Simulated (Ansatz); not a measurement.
## Electric field gradients in MgF2

```
Mg F
1.0
     4.62130    0.00000    0.00000
     0.00000    4.62130    0.00000
     0.00000    0.00000    3.01590
Mg F
2 4
Direct
  0.00000 0.00000 0.00000
  0.50000 0.50000 0.50000
  0.30280 0.30280 0.00000
  0.19720 0.80280 0.50000
  0.69720 0.69720 0.00000
  0.80280 0.19720 0.50000
```

Atoms are numbered in the order listed.

The conventional cell has a = 4.621 Å, b = 4.621 Å, c = 3.016 Å, α = 90.00°, β = 90.00°, γ = 90.00°. Mg (atom 1) has 6 F at 1.98 Å as nearest neighbours. F (atom 3) is surrounded by 3 Mg at 1.98 Å.

The cell comes from COD entry 9007534, which wasn't checked; take it as a given geometry.

Methods: DFT, PBE, all-electron PAW with datasets made for the crystal, scalar-relativistic (Ansatz 0.2.0); DFT, PBE, PAW with Ansatz's default frozen-core files, scalar-relativistic (Ansatz 0.2.0).

For the crystal-made all-electron datasets (AE datasets): a Γ-centred 5×5×7 k mesh, Fermi–Dirac smearing of 0.02 eV, cutoff 400 eV (chosen by the program for this cell), no spin polarisation. PAW takes a cutoff of 420 eV at this cell. The Ansatz runs share mesh, smearing and spin set-up.

Vzz is the principal value of largest size of the traceless field-gradient tensor, in 10²¹ V/m², and η = (Vxx − Vyy)/Vzz with |Vzz| ≥ |Vyy| ≥ |Vxx|.

| site | site symmetry | Vzz (η), AE datasets | Vzz (η), PAW |
| --- | --- | --- | --- |
| Mg1 | m.mm | 0.62 (η = 0.55) | 0.61 (η = 0.54) |
| F3 | m.2m | -4.82 (η = 0.38) | -4.85 (η = 0.39) |

Question: Taking Q(Mg-25) = 0.199 b, what quadrupole coupling constant follows at Mg1 from AE datasets?

Answer: Cq = eQVzz/h = 24.180 MHz × 0.199 × (0.62) = 2.98 MHz.
